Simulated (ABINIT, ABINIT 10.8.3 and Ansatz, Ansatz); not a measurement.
## TePb (Fm-3m): Bethe-Salpeter spectra with ABINIT

Wanted: excitons and ε₂ of TePb (Fm-3m), with cost.

Method: PBE and many-body steps on it, plane waves, in ABINIT 10.8.3 and Ansatz 0.2.0.

Report form: the programs' logs are mostly left out.

### 1. The structure

Symmetry: Fm-3m, No. 225, cubic system. The conventional cell has a = 6.462 Å, b = 6.462 Å, c = 6.462 Å, α = 90.00°, β = 90.00°, γ = 90.00°. Nearest to Te lie 6 Pb at 3.23 Å. Nearest to Pb lie 6 Te at 3.23 Å. Farther neighbours and most contacts between anions are not listed.

The cell and positions come from the Crystallography Open Database and are kept as given unless a step says otherwise. Spin-orbit coupling is left out unless a step names it.

### 2. Empty states on the mesh, 4×4×4 mesh, 213 bands

This step: ABINIT 10.8.3; DFT, PBE, plane waves, norm-conserving pseudopotentials.

The sums over transitions need many empty states on a uniform mesh; this step solves for them.

run.abi

```
acell 3*1.0 Angstrom
rprim 
  -0.000000000000 3.231000000000 3.231000000000
  3.231000000000 0.000000000000 3.231000000000
  3.231000000000 3.231000000000 0.000000000000
ntypat 2
znucl 52 82
natom 2
typat 1 2
xred 
  0.500000000000 0.500000000000 0.500000000000
  0.000000000000 0.000000000000 0.000000000000
pp_dirpath "pseudos"
pseudos "Te.upf, Pb.upf"
ecut 39
ngkpt 4 4 4
nshiftk 1
shiftk 0 0 0
kptopt 1
chksymbreak 0
irdden 1
istwfk *1
nband 213
prtvol 0
optdriver 6
gwr_task "HDIAGO"
paral_kgb 0
occopt 1
indata_prefix "in"
outdata_prefix "out"
tmpdata_prefix "tmp"
```

Launch:

```bash
$ OMP_NUM_THREADS=1 mpirun -n 8 abinit run.abi > log
```

Run time: 85 s. Hardware: 8 MPI ranks of Intel Xeon Platinum 8488C (Sapphire Rapids), shared host; peak memory 12 GiB.

Numbers from this step:

```
gap                                                           : 0.7389 eV
k of the valence top                                          : 0.5, 0, 0
k of the conduction bottom                                    : 0.5, 0, 0
least direct gap                                              : 0.7389 eV
k points computed                                             : 8
lowest point of the top converged band, above the valence top : 100.0865 eV
```

On this mesh the gap is 0.739 eV.

The density comes from a self-consistent run that is not shown.

### 3. Screening, 4×4×4 mesh, 205 bands, screening to 179.6 eV

The RPA dielectric matrix is built and inverted for each q.

This step: RPA screening on PBE, plane waves, norm-conserving pseudopotentials.

run.abi: that of step 2 with these lines changed.

```diff
@@ -20,10 +20,11 @@
 chksymbreak 0
-irdden 1
 istwfk *1
-nband 213
-prtvol 0
-optdriver 6
-gwr_task "HDIAGO"
-paral_kgb 0
 occopt 1
+irdwfk 1
+optdriver 3
+nband 205
+ecuteps 6.6
+inclvkb 2
+awtr 1
+symchi 1
 indata_prefix "in"
```

It took 92 s on 8 MPI ranks; peak memory 3.4 GiB.

This step gave:

```yaml
eps_infinity_with_local_fields_on_this_mesh_along_the_program_s_q_direction: 38.56
the_same_without_local_fields: 41.24
plasma_frequency: 30.66 eV
plane_waves_in_the_screening_matrix: 339
```

Local fields lower ε∞ by 7 %.

### 4. Self-energy, 4×4×4 mesh, 205 bands, screening to 179.6 eV

The self-energy is evaluated for the states that the input lists, and the levels follow from it, in one-shot runs by the linearised quasiparticle equation.

This step: G0W0 on PBE, plane waves, norm-conserving pseudopotentials.

run.abi: that of step 3 with these lines changed.

```diff
@@ -23,8 +23,17 @@
 irdwfk 1
-optdriver 3
+optdriver 4
 nband 205
+gwcalctyp 0
+ecutsigx 39
+symsigma 1
+nkptgw 2
+kptgw 
+  0.5000000000 0.0000000000 0.0000000000
+  0.0000000000 0.0000000000 0.0000000000
+bdgw 
+  21 26
+  21 26
 ecuteps 6.6
-inclvkb 2
-awtr 1
-symchi 1
+irdscr 1
+ppmodel 1
 indata_prefix "in"
```

Run time: 20 s. Hardware: 8 MPI ranks; peak memory 2.8 GiB.

This step gave:

| Property | Result |
| --- | --- |
| G0W0 gap on the points computed | 0.9070 eV |
| starting gap on the mesh | 0.7389 eV |
| k of the valence top | 0.5, 0, 0 |
| k of the conduction bottom | 0.5, 0, 0 |
| least direct G0W0 gap on the computed points | 0.9070 eV |

The gap on the mesh goes from 0.74 eV to 0.91 eV, a correction of +0.17 eV.

The gap opens by 0.168 eV; the next steps shift the empty bands rigidly by 0.168 eV.

### 5. Excitons

Optical absorption needs the electron-hole interaction, solved here in a basis of vertical transitions on the mesh.

This step: Bethe-Salpeter equation on PBE with a scissors shift, plane waves, norm-conserving pseudopotentials.

run.abi: that of step 4 with these lines changed.

```diff
@@ -23,17 +23,17 @@
 irdwfk 1
-optdriver 4
-nband 205
-gwcalctyp 0
-ecutsigx 39
-symsigma 1
-nkptgw 2
-kptgw 
-  0.5000000000 0.0000000000 0.0000000000
-  0.0000000000 0.0000000000 0.0000000000
-bdgw 
-  21 26
-  21 26
-ecuteps 6.6
+optdriver 99
+bs_calctype 1
+mbpt_sciss 0.168 eV
+bs_loband 21
+nband 27
+bs_exchange_term 1
+bs_coulomb_term 11
+bs_coupling 0
+bs_algorithm 1
+bs_freq_mesh 0 7 0.05 eV
+zcut 0.15 eV
+ecuteps 4
+ecutwfn 19.5
+inclvkb 2
 irdscr 1
-ppmodel 1
 indata_prefix "in"
```

Wall time 9.9 s (8 MPI ranks); peak memory 0.81 GiB.

This step gave:

| Quantity | Value |
| --- | --- |
| direct gap of the transition levels | 0.9070 eV |
| transitions in the window | 768 |
| first strong exciton (over a fiftieth of the strongest listed) | 0.8671 eV |
| lowest state | 0.8613 eV |
| binding of the lowest state below the direct gap | 0.04565 eV |
| Coulomb term of one mesh cell | 0.06513 eV |

The binding is 0.70 times the screened Coulomb term of one mesh cell (0.07 eV), so it is not shown settled.

The lowest state lies at 0.861 eV, 0.046 eV under the direct gap.

Lines within 3 meV are set at the lowest of them, and the highest group, which the list may cut short, is left out. Lines of the exciton spectrum (strongest = 100):

| position (eV) | lines merged | oscillator strength, relative |
| --- | --- | --- |
| 0.861 | 1 | 0.5 |
| 0.867 | 2 | 26 |
| 0.870 | 1 | 11 |
| 1.377 | 1 | 81 |
| 1.383 | 2 | 100 |
| 1.389 | 3 | 51 |
| 1.396 | 2 | 4.8 |
| 1.726 | 1 | 44 |
| 1.732 | 2 | 74 |

Mean over the three Cartesian directions of q; broadening 0.15 eV; transition window only. Limits: finite bands, cutoff and mesh; no spin-orbit coupling; exciton not shown settled in the k mesh. ε₂ against photon energy; read off at these points:

| photon energy (eV) | BSE | no electron-hole interaction | Kohn-Sham, no shift |
| --- | --- | --- | --- |
| 0.00 | 0 | 0 | 0 |
| 0.20 | 1.02 | 0.825 | 1.25 |
| 0.40 | 2.44 | 1.92 | 3.19 |
| 0.60 | 5.30 | 3.97 | 8.21 |
| 0.80 | 13.9 | 9.92 | 14.4 |
| 1.00 | 16.8 | 14.3 | 18.5 |
| 1.20 | 32.2 | 21.3 | 53.7 |
| 1.30 | 57.2 | 36.4 | 67.6 |
| 1.40 | 74.0 | 62.1 | 49.4 |
| 1.45 | 65.9 | 68.4 | 43.1 |
| 1.60 | 45.7 | 44.9 | 47.2 |
| 1.70 | 51.7 | 42.9 | 41.2 |
| 1.80 | 45.1 | 47.4 | 32.8 |
| 2.00 | 36.8 | 32.7 | 52.4 |
| 2.10 | 51.2 | 41.2 | 58.4 |
| 2.20 | 57.5 | 56.5 | 51.9 |
| 2.25 | 56.1 | 58.6 | 46.7 |
| 2.40 | 42.4 | 48.5 | 40.1 |
| 2.60 | 26.2 | 37.8 | 23.2 |
| 2.80 | 20.9 | 22.9 | 25.6 |
| 3.00 | 17.3 | 24.4 | 15.0 |
| 3.20 | 11.3 | 14.2 | 11.3 |
| 3.40 | 8.58 | 10.9 | 8.27 |
| 3.60 | 5.69 | 7.81 | 8.61 |
| 3.80 | 6.83 | 8.76 | 5.42 |
| 4.00 | 3.96 | 5.04 | 4.61 |
| 4.20 | 2.84 | 4.35 | 2.37 |
| 4.40 | 1.58 | 2.17 | 1.51 |
| 4.60 | 1.18 | 1.46 | 1.25 |
| 4.80 | 1.08 | 1.24 | 1.28 |
| 5.00 | 1.20 | 1.32 | 1.80 |
| 5.20 | 1.91 | 1.99 | 3.83 |
| 5.40 | 4.23 | 4.45 | 4.60 |
| 5.60 | 3.17 | 4.21 | 3.42 |
| 5.80 | 3.10 | 3.17 | 2.14 |
| 6.00 | 2.37 | 2.14 | 3.24 |
| 6.20 | 4.56 | 3.71 | 5.56 |
| 6.40 | 4.73 | 5.46 | 3.21 |
| 6.60 | 2.74 | 3.04 | 3.59 |
| 6.80 | 3.32 | 3.66 | 2.73 |

### 6. Triplet (no exchange term)

run.abi: that of step 5 with these lines changed.

```diff
@@ -27,4 +27,4 @@
 bs_loband 21
-nband 27
-bs_exchange_term 1
+nband 26
+bs_exchange_term 0
 bs_coulomb_term 11
@@ -32,3 +32,3 @@
 bs_algorithm 1
-bs_freq_mesh 0 7 0.05 eV
+bs_freq_mesh 0 5 0.05 eV
 zcut 0.15 eV
```

Run time: 6.7 s. Hardware: 8 MPI ranks; peak memory 0.78 GiB; 51 s of CPU time.

The lowest triplet lies at 0.839 eV; without spin-orbit coupling triplets are dark, so no spectrum is read.

### 7. Beyond Tamm-Dancoff

run.abi: that of step 6 with these lines changed.

```diff
@@ -28,5 +28,5 @@
 nband 26
-bs_exchange_term 0
+bs_exchange_term 1
 bs_coulomb_term 11
-bs_coupling 0
+bs_coupling 1
 bs_algorithm 1
```

Elapsed: 15 s, on 8 MPI ranks; peak memory 0.83 GiB; 2 min of CPU time.

Numbers from this step:

```
direct gap of the transition levels              : 0.9070 eV
transitions in the window                        : 576
lowest state                                     : 0.86 eV
binding of the lowest state below the direct gap : 0.04700 eV
Coulomb term of one mesh cell                    : 0.06513 eV
```

The binding is 0.72 times the screened Coulomb term of one mesh cell (0.07 eV), so it is not shown settled.

The lowest state lies at 0.860 eV, 0.047 eV under the direct gap.

### 8. Dielectric constant by perturbation theory

This step: Ansatz 0.2.0; DFT, PBE, linear response to an electric field, plane waves, PAW.

ε∞ sets how strongly the crystal screens. Perturbation theory gives it with local fields and without a sum over empty bands.

input.yaml

```yaml
crystal:
  lattice:
    - [0.0, 3.231, 3.231]
    - [3.231, 0.0, 3.231]
    - [3.231, 3.231, 0.0]
  atoms:
    - { symbol: Te, position: [0.5, 0.5, 0.5] }
    - { symbol: Pb, position: [0.0, 0.0, 0.0] }
kpoints:
  mp_grid: { grid: [6, 6, 6] }
hamiltonian:
  xc: pbe
scf:
  occupations: { method: fixed }
dielectric: {}
```

Launch:

```bash
$ ansatz run input.yaml --threads 8 --pin off --max-ram 14745MiB --backend cpu --events-out ev --progress --plain --runs-dir out
```

Wall time 12 s (8 threads); peak memory 0.85 GiB.

The field response gives a mean ε∞ of 28.52, which the model screening below takes as its input.

### 9. Model screening

This step: ABINIT 10.8.3; Bethe-Salpeter equation on PBE with a scissors shift, plane waves, norm-conserving pseudopotentials.

run.abi: that of step 7 with these lines changed.

```diff
@@ -27,8 +27,8 @@
 bs_loband 21
-nband 26
+nband 27
 bs_exchange_term 1
-bs_coulomb_term 11
-bs_coupling 1
-bs_algorithm 1
-bs_freq_mesh 0 5 0.05 eV
+bs_coulomb_term 21
+bs_coupling 0
+bs_algorithm 2
+bs_freq_mesh 0 7 0.05 eV
 zcut 0.15 eV
@@ -37,3 +37,6 @@
 inclvkb 2
-irdscr 1
+mdf_epsinf 28.52
+irdden 1
+bs_haydock_niter 300
+bs_haydock_tol -0.02 0
 indata_prefix "in"
```

Launch:

```bash
$ OMP_NUM_THREADS=1 mpirun -n 8 abinit run.abi > log
```

Run time: 8.6 s. Hardware: 8 MPI ranks; peak memory 0.77 GiB.

This step gave:

```yaml
direct_gap_of_the_transition_levels: 0.9070 eV
transitions_in_the_window: 768
coulomb_term_of_one_mesh_cell: 0.08807 eV
```

The ε₂ has structure finer than the step of the table below, so its rows give means over 0.25 eV, whole bins alone (the curve runs from 0 to 6.95 eV). Peaks (eV: height): BSE 1.350: 70.7, 2.150: 55.4; no electron-hole interaction 1.450: 68.4, 2.250: 58.6; Kohn-Sham, no shift 1.300: 67.6, 2.100: 58.4.

Mean over the three Cartesian directions of q; broadening 0.15 eV; transition window only. Limits: finite bands, cutoff and mesh; no spin-orbit coupling; exciton not shown settled in the k mesh. The ε₂ by photon energy; means over each step:

| photon energy (eV) | BSE | no electron-hole interaction | Kohn-Sham, no shift |
| --- | --- | --- | --- |
| 0.25 | 1.36 | 1.09 | 1.70 |
| 0.50 | 3.83 | 2.87 | 5.43 |
| 0.75 | 11.4 | 8.26 | 13.2 |
| 1.00 | 17.5 | 14.6 | 20.8 |
| 1.25 | 46.9 | 30.8 | 56.3 |
| 1.50 | 54.1 | 57.5 | 45.5 |
| 1.75 | 43.9 | 44.2 | 38.1 |
| 2.00 | 40.5 | 36.8 | 49.6 |
| 2.25 | 51.7 | 54.5 | 48.0 |
| 2.50 | 35.6 | 42.8 | 31.1 |
| 2.75 | 22.6 | 26.4 | 24.4 |
| 3.00 | 18.3 | 23.0 | 16.0 |
| 3.25 | 11.3 | 13.6 | 10.7 |
| 3.50 | 7.41 | 9.49 | 8.05 |
| 3.75 | 7.07 | 8.07 | 6.59 |
| 4.00 | 4.76 | 5.48 | 4.29 |
| 4.25 | 2.69 | 3.65 | 2.17 |
| 4.50 | 1.44 | 1.78 | 1.36 |
| 4.75 | 1.16 | 1.29 | 1.27 |
| 5.00 | 1.32 | 1.37 | 1.90 |
| 5.25 | 2.74 | 2.52 | 4.40 |
| 5.50 | 3.90 | 4.78 | 3.91 |
| 5.75 | 3.16 | 3.40 | 2.45 |
| 6.00 | 2.58 | 2.33 | 3.41 |
| 6.25 | 4.72 | 4.35 | 4.83 |
| 6.50 | 3.49 | 4.14 | 3.25 |
| 6.75 | 3.14 | 3.34 | 3.09 |

### 10. Empty states on the mesh, 6×6×6 mesh, 37 bands

This step: DFT, PBE, plane waves, norm-conserving pseudopotentials.

run.abi

```
acell 3*1.0 Angstrom
rprim 
  -0.000000000000 3.231000000000 3.231000000000
  3.231000000000 0.000000000000 3.231000000000
  3.231000000000 3.231000000000 0.000000000000
ntypat 2
znucl 52 82
natom 2
typat 1 2
xred 
  0.500000000000 0.500000000000 0.500000000000
  0.000000000000 0.000000000000 0.000000000000
pp_dirpath "pseudos"
pseudos "Te.upf, Pb.upf"
ecut 39
ngkpt 6 6 6
nshiftk 1
shiftk 0.11 0.21 0.31
kptopt 3
chksymbreak 0
iscf -2
irdden 1
istwfk *1
nband 37
nbdbuf 4
tolwfr 1e-09
nstep 60
prtvol 0
indata_prefix "in"
outdata_prefix "out"
tmpdata_prefix "tmp"
```

Elapsed: 96 s, on 8 MPI ranks; peak memory 1.3 GiB; 13 min of CPU time.

Numbers from this step:

- gap: 0.9385 eV
- k of the valence top: -0.4817, -0.465, -0.4483
- k of the conduction bottom: -0.4817, -0.465, -0.4483
- least direct gap: 0.9385 eV
- k points computed: 216
- lowest point of the top converged band, above the valence top: 8.377 eV

On this mesh the gap is 0.939 eV.

### 11. Denser, shifted k mesh (6×6×6)

This step: Bethe-Salpeter equation on PBE with a scissors shift, plane waves, norm-conserving pseudopotentials.

run.abi: that of step 10 with these lines changed.

```diff
@@ -20,10 +20,23 @@
 chksymbreak 0
-iscf -2
+istwfk *1
+occopt 1
+irdwfk 1
+optdriver 99
+bs_calctype 1
+mbpt_sciss 0.168 eV
+bs_loband 21
+nband 27
+bs_exchange_term 1
+bs_coulomb_term 21
+bs_coupling 0
+bs_algorithm 2
+bs_freq_mesh 0 7 0.05 eV
+zcut 0.15 eV
+ecuteps 3
+ecutwfn 19.5
+inclvkb 2
+mdf_epsinf 28.52
 irdden 1
-istwfk *1
-nband 37
-nbdbuf 4
-tolwfr 1e-09
-nstep 60
-prtvol 0
+bs_haydock_niter 300
+bs_haydock_tol -0.02 0
 indata_prefix "in"
```

Run time: 1.7 min. Hardware: 8 MPI ranks; peak memory 5.5 GiB.

Numbers from this step:

```yaml
direct_gap_of_the_transition_levels: 1.107 eV
transitions_in_the_window: 2592
coulomb_term_of_one_mesh_cell: 0.05872 eV
```

### 12. Empty states on the mesh, 8×8×8 mesh, 37 bands

This step: DFT, PBE, plane waves, norm-conserving pseudopotentials.

run.abi

```
acell 3*1.0 Angstrom
rprim 
  -0.000000000000 3.231000000000 3.231000000000
  3.231000000000 0.000000000000 3.231000000000
  3.231000000000 3.231000000000 0.000000000000
ntypat 2
znucl 52 82
natom 2
typat 1 2
xred 
  0.500000000000 0.500000000000 0.500000000000
  0.000000000000 0.000000000000 0.000000000000
pp_dirpath "pseudos"
pseudos "Te.upf, Pb.upf"
ecut 39
ngkpt 8 8 8
nshiftk 1
shiftk 0.11 0.21 0.31
kptopt 3
chksymbreak 0
iscf -2
irdden 1
istwfk *1
nband 37
nbdbuf 4
tolwfr 1e-09
nstep 60
prtvol 0
indata_prefix "in"
outdata_prefix "out"
tmpdata_prefix "tmp"
```

Run time: 3.7 min. Hardware: 8 MPI ranks; peak memory 2.2 GiB.

This step gave:

```yaml
gap: 0.8629 eV
k_of_the_valence_top: -0.4862, -0.4737, -0.4612
k_of_the_conduction_bottom: -0.4862, -0.4737, -0.4612
least_direct_gap: 0.8629 eV
k_points_computed: 512
lowest_point_of_the_top_converged_band_above_the_valence_top: 8.245 eV
```

On this mesh the gap is 0.863 eV.

### 13. Denser, shifted k mesh (8×8×8)

This step: Bethe-Salpeter equation on PBE with a scissors shift, plane waves, norm-conserving pseudopotentials.

run.abi: that of step 12 with these lines changed.

```diff
@@ -20,10 +20,23 @@
 chksymbreak 0
-iscf -2
+istwfk *1
+occopt 1
+irdwfk 1
+optdriver 99
+bs_calctype 1
+mbpt_sciss 0.168 eV
+bs_loband 21
+nband 27
+bs_exchange_term 1
+bs_coulomb_term 21
+bs_coupling 0
+bs_algorithm 2
+bs_freq_mesh 0 7 0.05 eV
+zcut 0.15 eV
+ecuteps 3
+ecutwfn 19.5
+inclvkb 2
+mdf_epsinf 28.52
 irdden 1
-istwfk *1
-nband 37
-nbdbuf 4
-tolwfr 1e-09
-nstep 60
-prtvol 0
+bs_haydock_niter 300
+bs_haydock_tol -0.02 0
 indata_prefix "in"
```

Run time: 8.4 min. Hardware: 8 MPI ranks; peak memory 12 GiB.

This step gave:

```
direct gap of the transition levels : 1.031 eV
transitions in the window           : 6144
Coulomb term of one mesh cell       : 0.04404 eV
```

### 14. Negative scissors

run.abi: that of step 13 with these lines changed.

```diff
@@ -15,6 +15,6 @@
 ecut 39
-ngkpt 8 8 8
+ngkpt 4 4 4
 nshiftk 1
-shiftk 0.11 0.21 0.31
-kptopt 3
+shiftk 0 0 0
+kptopt 1
 chksymbreak 0
@@ -25,18 +25,15 @@
 bs_calctype 1
-mbpt_sciss 0.168 eV
+mbpt_sciss -3.0 eV
 bs_loband 21
-nband 27
+nband 26
 bs_exchange_term 1
-bs_coulomb_term 21
+bs_coulomb_term 11
 bs_coupling 0
-bs_algorithm 2
-bs_freq_mesh 0 7 0.05 eV
+bs_algorithm 1
+bs_freq_mesh 0 1 0.05 eV
 zcut 0.15 eV
-ecuteps 3
+ecuteps 4
 ecutwfn 19.5
 inclvkb 2
-mdf_epsinf 28.52
-irdden 1
-bs_haydock_niter 300
-bs_haydock_tol -0.02 0
+irdscr 1
 indata_prefix "in"
```

Wall time 7.6 s (8 MPI ranks); peak memory 0.78 GiB.

The run stopped with an error after 7.6 s.

The program's words: The integral of the imaginary of dielectric function is negative !!!

The fault put into this input: negative scissors.

### 15. The runs together

Times are wall times on 8 MPI ranks of Intel Xeon Platinum 8488C (Sapphire Rapids), shared host, good to a factor of about two.

| run | mesh | transitions | broadening (eV) | direct gap (eV) | lowest state (eV) | binding (eV) | mesh cell's term (eV) | tallest peak (eV) | height | time |
| --- | --- | --- | --- | --- | --- | --- | --- | --- | --- | --- |
| excitons | 4×4×4 | 768 | 0.15 | 0.907 | 0.861 | 0.046 | 0.065 | 1.40 | 74.0 | 9.9 s |
| triplet (no exchange term) | 4×4×4 | 576 | 0.15 | 0.907 | 0.839 | 0.068 | 0.065 | - | - | 6.7 s |
| beyond Tamm-Dancoff | 4×4×4 | 576 | 0.15 | 0.907 | 0.860 | 0.047 | 0.065 | 1.40 | 73.0 | 15 s |
| model screening | 4×4×4 | 768 | 0.15 | 0.907 | - | - | 0.088 | 1.35 | 70.7 | 8.6 s |
| denser, shifted k mesh (6×6×6) | 6×6×6 | 2592 | 0.15 | 1.107 | - | - | 0.059 | 2.00 | 67.4 | 1.7 min |
| denser, shifted k mesh (8×8×8) | 8×8×8 | 6144 | 0.15 | 1.031 | - | - | 0.044 | 2.05 | 73.6 | 8.4 min |

### 16. Results

| Item | Value |
| --- | --- |
| excitons | lowest state 0.861 eV (not settled in the k mesh) |
| triplet (no exchange term) | lowest state 0.839 eV (not settled in the k mesh) |
| beyond Tamm-Dancoff | lowest state 0.860 eV (not settled in the k mesh) |
| model screening | tallest peak 1.4 eV |
| denser, shifted k mesh (6×6×6) | tallest peak 2.0 eV |
| denser, shifted k mesh (8×8×8) | tallest peak 2.0 eV |

What this shows: On the 4×4×4 mesh the lowest exciton lies at 0.861 eV, 0.046 eV below the direct gap; one cell of the mesh carries a screened Coulomb term of 0.07 eV, so this binding is not shown settled. That state is dark or weak; the first strong one lies at 0.867 eV. Bindings below are those of the lowest state. Triplet (no exchange term), against «excitons (4×4×4)»: the lowest state moves by −0.022 eV (keys changed: nband, bs_exchange_term and bs_freq_mesh). Triplets are dark. Beyond Tamm-Dancoff, against «excitons (4×4×4)»: the lowest state stays within 0.01 eV (keys changed: nband, bs_coupling and bs_freq_mesh). Model screening, against «excitons (4×4×4)»: the tallest peak goes from 1.40 eV to 1.35 eV (keys changed: bs_coulomb_term, bs_algorithm, irdscr, mdf_epsinf, irdden, bs_haydock_niter and bs_haydock_tol). Denser, shifted k mesh (6×6×6), against «model screening (4×4×4)»: the tallest peak goes from 1.35 eV to 2.00 eV (keys changed: ngkpt, shiftk, kptopt and ecuteps). Denser, shifted k mesh (8×8×8), against «denser, shifted k mesh (6×6×6)»: the tallest peak goes from 2.00 eV to 2.05 eV (keys changed: ngkpt). For «beyond Tamm-Dancoff» the program prints the energy to 0.01 eV alone, so further digits and smaller shifts mean nothing. A rigid shift treats all transitions alike. In the G0W0 table the openings from the upper filled bands to the empty bands at the same k run from +0.17 to +0.51 eV (median +0.42), where the shift is +0.17 eV, so peaks stand off by such differences. Lines within a few meV of each other can be one level split by numerical noise, or distinct levels. Screening is static and electronic alone, and only transitions inside the band window count. Where an edge is built on 6p states of lead, bismuth or thallium, scalar-relativistic gaps usually stand too wide, by a few tenths to over one eV. The many-body steps are scalar-relativistic: spin-orbit coupling is not in them.

[Paths, hosts, dates, memory and timing lines, banners, echoed tables and standing remarks are left out of the program output.]

[Logs are printed without paths, hosts, clocks, repeated set-up lines and the standing remarks that a program may print on its own settings, such as how far it seeks lower states.]

[Runs of the session that timed out or met a known fault of the program may be left out.]

[Hosts, paths, dates, database ids (printed as entryN), source tags and the programs' standing remarks are cut or masked in the printed files.]

[G0W0 gaps are taken among the corrected bands and points alone; a level outside them can change the order at an edge.]

[Where Ansatz stands beside ABINIT at settings called matched, ABINIT's density can come from a denser mesh and the files from another edition; pairs whose starting gaps differed by over 0.03 eV were left out, so agreement reads better than it is.]
